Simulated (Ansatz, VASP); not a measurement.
**One calculation of Sb, two programs**

```
CELL_PARAMETERS angstrom
3.16000 0.00000 0.00000
0.00000 3.16000 0.00000
0.00000 0.00000 3.16000
ATOMIC_POSITIONS crystal
Sb 0.00000 0.00000 0.00000
```

Alike in both runs: task single point; functional PBE; k mesh 12 × 12 × 12; occupations fermi-dirac, width 0.08 eV; no spin polarisation.

|  | VASP | Ansatz |
| --- | --- | --- |
| version | VASP 6.6.1 | Ansatz 0.2.0 |
| potentials or method | VASP PAW PBE potentials, release 64 (Sb), cutoff 520 eV | all-electron LAPW, scalar-relativistic |

```csv
,VASP,Ansatz,Ansatz less VASP
pressure (GPa),-2.3,-2.2,+0.05
```

Ansatz ran all-electron here, so the differences hold the error of VASP's frozen core and of both bases.

Spin-orbit coupling is left out, which matters for the levels of Sb.
